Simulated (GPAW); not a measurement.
## linear Co chain, spacing 2.576 A: anisotropy with GPAW

Aim: the anisotropy of linear Co chain, spacing 2.576 A from the Kohn–Sham states of one collinear run.

Main program and level: GPAW 26.7.0; LDA; plane waves with GPAW's PAW setups, scalar-relativistic.

### 1. The starting structure

The cell holds 1 atom: 1 Co. Its edges and angles: a = 12.000 Å, b = 12.000 Å, c = 2.576 Å, α = 90.0°, β = 90.0°, γ = 90.0°. model lattice. Vacuum lies along a and b. The structure's axis is c.

Coordinates:

```cif
data_structure
_symmetry_space_group_name_H-M 'P 1'
_symmetry_Int_Tables_number 1
_cell_length_a 12.0000
_cell_length_b 12.0000
_cell_length_c 2.5760
_cell_angle_alpha 90.000
_cell_angle_beta 90.000
_cell_angle_gamma 90.000
_cell_volume 370.94
loop_
_atom_site_label
_atom_site_type_symbol
_atom_site_fract_x
_atom_site_fract_y
_atom_site_fract_z
_atom_site_occupancy
Co1 Co 0.50000 0.50000 0.00000 1
```

### 2. Self-consistent state

All later steps read the density of this run.

File order1.py:

```python
import json
import numpy as np
from ase import Atoms
from ase.parallel import paropen, parprint
from gpaw import GPAW

atoms = Atoms(['Co'],
    cell=[[12.0, 0.0, 0.0],
         [0.0, 12.0, 0.0],
         [0.0, 0.0, 2.576]],
    scaled_positions=[[0.5, 0.5, 0.0]],
    pbc=True,
    magmoms=[2.0])
atoms.calc = GPAW(mode={'name': 'pw', 'ecut': 550},
    xc='LDA',
    kpts={'size': (1, 1, 10), 'gamma': True},
    occupations={'name': 'fermi-dirac', 'width': 0.1},
    convergence={'density': 1e-05, 'energy': 1e-05},
    maxiter=200,
    symmetry={'tolerance': 1e-4},
    txt='order1.txt')
e = atoms.get_potential_energy(force_consistent=True)
res = {'free_energy': e, 'energy_sigma0': atoms.get_potential_energy(), 'fermi_energy': atoms.calc.get_fermi_level()}
res['moments'] = atoms.get_magnetic_moments().tolist()
res['total'] = atoms.get_magnetic_moment()
parprint('site moments (muB):', np.round(res['moments'], 3))
parprint(f"total moment: {res['total']:.3f} muB")
parprint(f'free energy: {e:.6f} eV')
atoms.calc.write('order1.gpw')
with paropen('results.json', 'w') as f:
    json.dump(res, f)
```

Command:

```
OMP_NUM_THREADS=1 python3 order1.py > order1.log
```

The program printed:

```text
site moments (muB): [2.165]
total moment: 2.395 muB
free energy: -4.941641 eV

--- order1.txt ---
Input parameters:
  mode=PW(ecut=550),
  convergence={'density': 1e-05, 'energy': 1e-05},
  kpts=MonkhorstPack(size=(1, 1, 10), gamma=True),
  maxiter=200,
  occupations=Occupations(name='fermi-dirac', width=0.1),
  symmetry=Symmetry(tolerance=0.0001),
  xc=XC(name='LDA')

Diagonalizing LCAO Hamiltonian
Converting LCAO to pw mode
        .----------------------------.
       /|                            |
      / |                            |
     /  .----------------------------.
    /  /                            /
   /  /                            /
  /  /                            /
 *  /              Co            /
 | /                            /
 |/                            /
 *----------------------------*

Atoms  # Å, Bohr magnetons
|   | symbol |        x |        y |        z |    initial magnetic moments |
|---|--------|----------|----------|----------|-----------------------------|
| 0 |     Co | 6.000000 | 6.000000 | 0.000000 | ( 0.0000,  0.0000,  2.0000) |

Unit cell  # Å
| periodic |         x |         y |        z |   lengths |    angles |
|----------|-----------|-----------|----------|-----------|-----------|
|      yes | 12.000000 |  0.000000 | 0.000000 | 12.000000 | 90.000000 |
|      yes |  0.000000 | 12.000000 | 0.000000 | 12.000000 | 90.000000 |
|      yes |  0.000000 |  0.000000 | 2.576000 |  2.576000 | 90.000000 |

Number of symmetries: 16

BZ-sampling:
  Number of BZ points: 10
  Number of IBZ points: 6

  Monkhorst-Pack size: [1, 1, 10]
  Monkhorst-Pack shift: [0.0, 0.0, 0.05]

Plane wave coefficients: 10930
Cutoff: 550.0 eV

Spin-components: 2 (collinear spins)
Bands:           9
Projectors:      6
Spin-degeneracy: 1
Datatype:        complex128

Parallelization:
  kpt:    1
  domain: 1
  band:   1

Density:
  Valence electrons: 9.0
  Components: 2
  Grid points: [70 70 14]
  Charge: 0.0  # |e|

Potential:
  Grid points: [70 70 14]

[... setups left out ...]
Reference energy: -37838.266704  # eV

eigensolver:
  PPCG
  Converge bands: occupied
  niter=2

density mixing:
  MSR1-Mixer
  Pratt-step length: 0.05
  Maximum mixing coefficient: 0.75
  Old densities: 10
  SVD Regularization: 0.005
  Good broyden scale: 1.0
  Trust region scale: 1.0
  Backstep threshold: 4.0
  History deletion threshold: 6.0
  Fourier metric: weight=20.0, sigma=0.015

occupation numbers:
  Fermi-Dirac:
    width: 0.1000  # eV

poisson solver:
  ecut: 4400.0  # eV

xc functional:
  name: None

convergence criteria:
- Maximum integral of absolute [dens]ity change: 1e-05 electrons / valence electron
- Maximum [total energy] change in last 3 cyles: 1e-05 eV / valence electron
- Maximum integral of absolute [eigenst]ate change: 4e-08 eV^2 / valence electron
maximum number of iterations: 200

SCF iterations
|iter     |      energy | eigst |  dens |  magmom |
|---------|-------------|-------|-------|---------|
|iter:   1|       0s |   -5.847531 | -0.02 |       |  +2.0028|
|iter:   2|       1s |   -5.253296 | -0.78 | -0.60 |  +1.9910|
|iter:   3|       2s |   -4.850268 | -0.59 | -0.81 |  +2.0181|
|iter:   4|       3s |   -4.842224 | -2.11 | -1.07 |  +2.0889|
|iter:   5|       4s |   -4.844104 | -2.24 | -1.20 |  +2.2395|
|iter:   6|       5s |   -4.850740 | -2.86 | -1.52 |  +2.3477|
|iter:   7|       6s |   -4.852716 | -3.32 | -1.94 |  +2.3998|
|iter:   8|       7s |   -4.852811 | -3.85 | -2.32 |  +2.3984|
|iter:   9|       8s |   -4.852774 | -5.01 | -2.79 |  +2.3961|
|iter:  10|       9s |   -4.852710 | -5.14 | -3.06 |  +2.3943|
|iter:  11|      10s |   -4.852703c| -6.39 | -3.81 |  +2.3947|
|iter:  12|      12s |   -4.852701c| -7.22 | -4.10 |  +2.3951|
|iter:  13|      12s |   -4.852703c| -7.58c| -4.88 |  +2.3951|
|iter:  14|      13s |   -4.852702c| -7.65c| -5.06c|  +2.3951|

Converged in 14 steps
Energy contributions relative to reference atoms: (reference = -37838.266704)

Energy contributions:
  Kinetic:          11.529808
  Coulomb:          -9.566104
  Zero:             -0.075788
  External:          0.000000
  Xc:               -6.651678
  Entropy:          -0.177878
  Spinorbit:         0.000000
  ----------------------------
  Free energy:      -4.941641
  Extrapolated:     -4.852702

dipole moment: (-0.000005, -0.000005, -6.901573)  # |e|*Ang

Total magnetic moment: (0.000000, 0.000000, 2.395129)

Local magnetic moments
|        x |        y |        z |
|----------|----------|----------|
| 0.000000 | 0.000000 | 2.164826 |  # Co   0

Fermi level: -4.348
Eigenvalues  # (at kpt = [0.000, 0.000, 0.000])
| band index |      eig [eV] | occ [0-1] |      eig [eV] | occ [0-1] |
|------------|---------------|-----------|---------------|-----------|
|          0 |        -7.927 |     1.000 |        -6.975 |     1.000 |
|          1 |        -6.551 |     1.000 |        -4.794 |     0.989 |
|          2 |        -6.551 |     1.000 |        -4.514 |     0.840 |
|          3 |        -6.178 |     1.000 |        -4.513 |     0.840 |
|          4 |        -5.777 |     1.000 |        -3.660 |     0.001 |
|          5 |        -5.777 |     1.000 |        -3.660 |     0.001 |
|          6 |        -2.114 |     0.000 |        -1.864 |     0.000 |
|          7 |        -2.114 |     0.000 |        -1.864 |     0.000 |
|          8 |         0.167 |     0.000 |         0.175 |     0.000 |

No gap
No difference between direct/indirect transitions
```

The job ended after 16 s (1 MPI rank of Intel Xeon Platinum 8488C (Sapphire Rapids), shared host; peak memory 0.3 GiB).

Read from the output:

```
magnetization  : 2.395 μB
final state    : ferromagnetic
largest moment : 2.165 μB
```

After 14 cycles the largest moment stands at 2.16 μB.

### 3. More states at fixed density

The steps that follow sum over empty states, which the ground-state run does not converge; 11 states a spin are converged here at the frozen density and written with their wave functions.

It starts from the saved density of the lowest of the states tried.

File nscf.py:

```python
from gpaw import GPAW

calc = GPAW('order1.gpw').fixed_density(
    kpts={'size': (1, 1, 16), 'gamma': True},
    nbands=15,
    convergence={'bands': 11, 'eigenstates': 1e-9},
    eigensolver='ppcg',
    parallel={'domain': 1},
    txt='nscf.txt')
calc.write('nscf.gpw', mode='all')
```

Command:

```
OMP_NUM_THREADS=1 python3 nscf.py > nscf.log
```

The program printed:

```text
Input parameters:
  mode=PW(ecut=550),
  convergence={'bands': 11, 'eigenstates': 1e-09},
  eigensolver=PPCG(niter=2, min_niter=1, max_buffer_mem=209715200, blocksize=None, rr_modulo=5, include_cg=True, promote_inner_dtype=False, tolerances=None),
  gpts=array([70, 70, 14]),
  kpts=MonkhorstPack(size=(1, 1, 16), gamma=True),
  maxiter=200,
  nbands=15,
  occupations=Occupations(name='fermi-dirac', width=0.1),
  parallel={'domain': 1},
  symmetry=Symmetry(tolerance=0.0001),
  xc=XC(name='LDA')
```

It took 34 s on 1 MPI rank; peak memory 0.36 GiB.

### 4. Energy against the direction of the moments

Spin–orbit coupling is added in the basis of the saved states for each direction of the moments. The change in the band energy is the anisotropy energy, with no new self-consistent run.

File anisotropy.py:

```python
import json
import numpy as np
from ase.parallel import paropen, parprint
from gpaw import GPAW
from gpaw.spinorbit import soc_eigenstates

calc = GPAW('nscf.gpw')
angles = [[0.0, 0.0], [90.0, 0.0], [90.0, 90.0]]  # theta, phi in degrees
res = {'rows': []}
for scale in [1.0]:
    e0 = None
    for theta, phi in angles:
        soc = soc_eigenstates(calc, n2=11, scale=scale, theta=theta, phi=phi)
        e = soc.calculate_band_energy()
        e0 = e if e0 is None else e0
        orbital = soc.get_orbital_magnetic_moments()
        res['rows'].append([scale, theta, phi, 1000 * (e - e0), orbital.tolist()])
        parprint(f'scale {scale} theta {theta:6.1f} phi {phi:6.1f}  dE = {1000 * (e - e0):9.4f} meV  |L| =', np.round(np.linalg.norm(orbital, axis=1), 4))
with paropen('results.json', 'w') as f:
    json.dump(res, f)
```

Command:

```
OMP_NUM_THREADS=1 python3 anisotropy.py > anisotropy.log
```

The program printed:

```text
scale 1.0 theta    0.0 phi    0.0  dE =    0.0000 meV  |L| = [0.5596]
scale 1.0 theta   90.0 phi    0.0  dE =    3.7250 meV  |L| = [0.3995]
scale 1.0 theta   90.0 phi   90.0  dE =    3.7250 meV  |L| = [0.3995]
```

Run time: 2.1 s. Hardware: 1 MPI rank; peak memory 0.21 GiB.

Directions, in the order of the table: z (the chain axis); x; y.

Theta from the Cartesian z axis, phi from x; spin up lies along the direction. Anisotropy, by row:

| spin-orbit scale | theta (degrees) | phi (degrees) | band energy less the first direction's (meV a cell) | orbital moment of atom 1 along the direction (μB) | sum of orbital moments along the direction (μB a cell) |
| --- | --- | --- | --- | --- | --- |
| 1 | 0 | 0 | 0 | 0.5596 | 0.5596 |
| 1 | 90 | 0 | 3.725 | 0.3995 | 0.3995 |
| 1 | 90 | 90 | 3.725 | 0.3995 | 0.3995 |

### 5. Results

```json
{
 "state": "ferromagnetic",
 "largest site moment": "2.16 μB",
 "spread of the directions' energies": "3.73 meV a cell",
 "easiest direction tried": "z (the chain axis)"
}
```

**Reading.** About the ferromagnetic state the directions differ by 3.73 meV a cell, with z (the chain axis) easiest. The anisotropy comes from the force theorem at a frozen potential; it needs a check on a finer mesh, and shape anisotropy is not in it.

[Logs and program files are shortened in this print: banners, set-up blocks, solver, clock and traceback lines can be left out without a mark of their own.]

[Logs are printed without paths, hosts, clocks, repeated set-up lines and the standing remarks that a program may print on its own settings, such as how far it seeks lower states.]

[Hosts, paths, dates, database ids (printed as entryN), source tags and the programs' standing remarks are cut or masked in the printed files.]

[Where a cell is said to come from a database of computed structures, the database is the Materials Project.]
